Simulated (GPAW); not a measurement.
# CuO (P1) in GPAW: single point with PBE

Aim: the single point of CuO with PBE.

Everything below comes from runs of GPAW 26.7.0. Logs are shortened: lines on timing, memory, paths and dates and some standing lists are left out, and cuts for length are marked. The log counts tension as positive stress, the text compression.

## Step 1: The cell of the first run

The typed cell holds 4 atoms: a = 3.175 Å, b = 3.175 Å, c = 4.650 Å, α = 90.00°, β = 90.00°, γ = 90.00°.

The cell was built by a generator and needn't be a form met in nature.

## Step 2: Single point, PBE (atoms moved at random, drawn with an rms of 0.05 Å)

Contents of run.py:

```python
from ase import Atoms
from ase.dft.bandgap import bandgap
from ase.io import write
from ase.units import GPa
from gpaw import GPAW, PW

atoms = Atoms(['Cu', 'Cu', 'O', 'O'],
              cell=[[3.1754955, 0.0, 0.0],
                    [0.0, 3.1754955, 0.0],
                    [0.0, 0.0, 4.64953187]],
              scaled_positions=[[-0.001959, 0.000947, -0.004553],
                                [0.499648, 0.507327, 0.001785],
                                [0.505496, -0.003917, 0.26765],
                                [-0.002178, 0.500341, 0.724971]],
              pbc=True)

calc = GPAW(mode=PW(800),
            xc='PBE',
            kpts={'size': (8, 8, 6), 'gamma': True},
            occupations={'name': 'fermi-dirac', 'width': 0.05},
            nbands=33,
            convergence={'density': 1e-05, 'energy': 1e-05},
            maxiter=150,
            txt='gpaw.txt')
atoms.calc = calc
energy = atoms.get_potential_energy()
forces = atoms.get_forces()
stress = atoms.get_stress()
calc.write('gs.gpw')
write('result.traj', atoms)
print(f'Energy: {energy:.6f} eV')
print('Forces (eV/A):')
print(forces.round(4))
print('Stress (GPa):', (stress / GPa).round(3))
print('Fermi level:', round(calc.get_fermi_level(), 4), 'eV')
print(f'Gap: {bandgap(calc)[0]:.4f} eV, direct: {bandgap(calc, direct=True)[0]:.4f} eV')
```

Potentials or basis: GPAW PAW data sets (gpaw-data 1.2.1), pw.

On the command line:

```console
$ OMP_NUM_THREADS=1 python run.py
```

gpaw.txt:

```text
__  _  _
 | _ |_)|_||  |
 |__||  | ||/\| - 26.7.0

Input parameters:
  mode=PW(ecut=800.0),
  convergence={'density': 1e-05, 'energy': 1e-05},
  kpts=MonkhorstPack(size=(8, 8, 6), gamma=True),
  maxiter=150,
  nbands=33,
  occupations=Occupations(name='fermi-dirac', width=0.05),
  xc=XC(name='PBE')

Diagonalizing LCAO Hamiltonian
Converting LCAO to pw mode
   .-------.
  /|       |
 * |     Cu|
 | |      O|
 | |   O   |
 | |       |
 | .-------.
 |/   Cu  /
 *-------*

Atoms  # Å, Bohr magnetons
|   | symbol |         x |         y |         z |    initial magnetic moments |
|---|--------|-----------|-----------|-----------|-----------------------------|
| 0 |     Cu | -0.006221 |  0.003007 | -0.021169 | ( 0.0000,  0.0000,  0.0000) |
| 1 |     Cu |  1.586630 |  1.611015 |  0.008299 | ( 0.0000,  0.0000,  0.0000) |
| 2 |      O |  1.605200 | -0.012438 |  1.244447 | ( 0.0000,  0.0000,  0.0000) |
| 3 |      O | -0.006916 |  1.588831 |  3.370776 | ( 0.0000,  0.0000,  0.0000) |

Unit cell  # Å
| periodic |        x |        y |        z |  lengths |    angles |
|----------|----------|----------|----------|----------|-----------|
|      yes | 3.175495 | 0.000000 | 0.000000 | 3.175495 | 90.000000 |
|      yes | 0.000000 | 3.175495 | 0.000000 | 3.175495 | 90.000000 |
|      yes | 0.000000 | 0.000000 | 4.649532 | 4.649532 | 90.000000 |

Number of symmetries: 1
Symmetry operations  # r_c * U_cc + t_c -> r_c
|   | kind |            matrix            |
|---|------|------------------------------|
| 0 |  E   |  1, 0, 0,  0, 1, 0,  0, 0, 1 |

BZ-sampling:
  Number of BZ points: 384
  Number of IBZ points: 196

  Monkhorst-Pack size: [8, 8, 6]
  Monkhorst-Pack shift: [0.0625, 0.0625, 0.08333333333333333]

K-points  # in reciprocal-cell coordinates
|     |                                coordinates |     weight |
|-----|--------------------------------------------|------------|
|   0 | (  0.00000000,   0.00000000,   0.00000000) | 0.00260417 |
|   1 | (  0.00000000,   0.00000000,   0.16666667) | 0.00520833 |
|   2 | (  0.00000000,   0.00000000,   0.33333333) | 0.00520833 |
|   3 | (  0.00000000,   0.00000000,   0.50000000) | 0.00260417 |
|   4 | (  0.00000000,   0.12500000,  -0.33333333) | 0.00520833 |
|   5 | (  0.00000000,   0.12500000,  -0.16666667) | 0.00520833 |
|   6 | (  0.00000000,   0.12500000,   0.00000000) | 0.00520833 |
|   7 | (  0.00000000,   0.12500000,   0.16666667) | 0.00520833 |
|   8 | (  0.00000000,   0.12500000,   0.33333333) | 0.00520833 |
|   9 | (  0.00000000,   0.12500000,   0.50000000) | 0.00520833 |
| ... |                                            |            |
| 195 | (  0.50000000,   0.50000000,   0.50000000) | 0.00260417 |

Plane wave coefficients: 2433
Cutoff: 800.0 eV

Spin-components: 1 (collinear spins)
Bands:           33
Projectors:      22
Spin-degeneracy: 2
Datatype:        complex128

Parallelization:
  kpt:    1
  domain: 1
  band:   1

Density:
  Valence electrons: 34.0
  Components: 1
  Grid points: [21 21 32]
  Charge: 0.0  # |e|

Potential:
  Grid points: [21 21 32]

species:
  Cu:
    name:    Copper
    Z:       29.0
    valence: 11
    core:    18
    charge:  0.0  # [|e|]
    compensation charges:
      type: gauss
      rc: 0.33  # [Å]
      lmax: 2
    cutoffs:
      filter: 2.06  # [Å]
      core: 2.43  # [Å]
    projectors
    | kind |    occ | energy [eV] | rcut [Å] |
    |------|--------|-------------|----------|
    |   4s |  1.000 |      -4.609 |    1.164 |
    |   4p |  0.000 |      -0.698 |    1.164 |
    |   3d | 10.000 |      -5.039 |    1.058 |
    |    s |        |      22.603 |    1.164 |
    |    p |        |      26.513 |    1.164 |
    |    d |        |      22.172 |    1.058 |

    Using partial waves for Cu as LCAO basis

  O:
    name:    Oxygen
    Z:       8.0
    valence: 6
    core:    2
    charge:  0.0  # [|e|]
    compensation charges:
      type: gauss
      rc: 0.21  # [Å]
      lmax: 2
    cutoffs:
      filter: 1.17  # [Å]
      core: 0.83  # [Å]
    projectors
    | kind |    occ | energy [eV] | rcut [Å] |
    |------|--------|-------------|----------|
    |   2s |  2.000 |     -23.961 |    0.688 |
    |   2p |  4.000 |      -9.029 |    0.598 |
    |    s |        |       3.251 |    0.688 |
    |    p |        |      18.182 |    0.598 |
    |    d |        |       0.000 |    0.619 |

    Using partial waves for O as LCAO basis

Reference energy: -94124.608285  # eV

eigensolver:
  PPCG
  Converge bands: occupied
  niter=2

density mixing:
  MSR1-Mixer
  Pratt-step length: 0.05
  Maximum mixing coefficient: 0.75
  Old densities: 10
  SVD Regularization: 0.005
  Good broyden scale: 1.0
  Trust region scale: 1.0
  Backstep threshold: 4.0
  History deletion threshold: 6.0
  Fourier metric: weight=20.0, sigma=0.015

occupation numbers:
  Fermi-Dirac:
    width: 0.0500  # eV

poisson solver:
  ecut: 6400.0  # eV

xc functional:
  name: PBE with 2 nearest neighbor stencil

convergence criteria:
- Maximum integral of absolute [dens]ity change: 1e-05 electrons / valence electron
- Maximum [total energy] change in last 3 cyles: 1e-05 eV / valence electron
- Maximum integral of absolute [eigenst]ate change: 4e-08 eV^2 / valence electron
maximum number of iterations: 150

SCF iterations
|iter     | |      energy | eigst |  dens |
|---------|-|-------------|-------|-------|
|iter:   1| |  -23.443407 | +0.23 |       |
|iter:   2| |  -19.717408 | -1.59 | -0.83 |
|iter:   3| |  -16.831749 | -1.15 | -0.94 |
|iter:   4| |  -16.420475 | -2.42 | -1.41 |
|iter:   5| |  -16.457202 | -2.77 | -1.65 |
|iter:   6| |  -16.340955 | -2.99 | -1.60 |
|iter:   7| |  -16.338605 | -4.09 | -2.34 |
|iter:   8| |  -16.339254 | -4.77 | -2.74 |
|iter:   9| |  -16.338199 | -4.99 | -2.61 |
|iter:  10| |  -16.338248 | -5.98 | -3.19 |
|iter:  11| |  -16.338292c| -6.26 | -3.53 |
|iter:  12| |  -16.338297c| -7.52c| -4.07 |
|iter:  13| |  -16.338298c| -7.83c| -4.72 |
|iter:  14| |  -16.338298c| -8.55c| -5.39c|

Converged in 14 steps
Energy contributions relative to reference atoms: (reference = -94124.608285)

Energy contributions:
  Kinetic:          12.978130
  Coulomb:         -15.529695
  Zero:              0.634993
  External:          0.000000
  Xc:              -14.392702
  Entropy:          -0.058049
  Spinorbit:         0.000000
  ----------------------------
  Free energy:     -16.367323
  Extrapolated:    -16.338298

dipole moment: (15.674646, 1.879382, -0.157558)  # |e|*Ang

Fermi level: 3.779
Eigenvalues  # (at kpt = [0.000, 0.000, 0.000])
| band index |      eig [eV] | occ [0-2] |
|------------|---------------|-----------|
|          0 |       -14.627 |     2.000 |
|        ... |               |           |
|          8 |         0.327 |     2.000 |
|          9 |         1.904 |     2.000 |
|         10 |         1.969 |     2.000 |
|         11 |         2.524 |     2.000 |
|         12 |         2.703 |     2.000 |
|         13 |         2.735 |     2.000 |
[... 8 lines left out ...]
|         22 |        15.985 |     0.000 |
|         23 |        16.127 |     0.000 |
|        ... |               |           |
|         32 |        27.005 |     0.000 |

No gap
No difference between direct/indirect transitions

Forces  # eV/Ang
|        x |        y |        z |
|----------|----------|----------|
|  0.11798 |  0.19983 | -0.25493 |  # Cu   0
| -0.05693 | -0.35703 |  0.06713 |  # Cu   1
| -0.07235 |  0.13088 | -0.79429 |  # O    2
|  0.01130 |  0.02645 |  0.98249 |  # O    3

Stress tensor  # eV/Ang^3
|         x |         y |         z |
|-----------|-----------|-----------|
| -0.186768 | -0.000197 |  0.001959 |
| -0.000197 | -0.185931 | -0.002556 |
|  0.001959 | -0.002556 |  0.055380 |

# Writing to gs.gpw (mode='')
```

Run time: 13 min. Hardware: 1 thread of Intel Xeon at 2.50GHz (Skylake/Cascade Lake), shared host; peak memory 0.51 GiB.

What came out:

- Free energy: -16.3673 eV
- Pressure: 16.9 GPa
- Largest force: 0.983 eV/Å
- Band gap on the k mesh: none (metal or under the smearing width)

Forces on the atoms (eV/Å):
```
Cu   0.118  0.200 -0.255
Cu  -0.057 -0.357  0.067
O   -0.072  0.131 -0.794
O    0.011  0.026  0.982
```

Caveat: with this Cu data set, volumes or pressures lay over 1.5 % or 2 GPa off other programs in two to four cells of ten; the run has no spin polarisation, though such a crystal can be magnetic; semilocal functionals often make such compounds metallic where correlation or magnetic order opens a gap, which also shifts bond lengths.
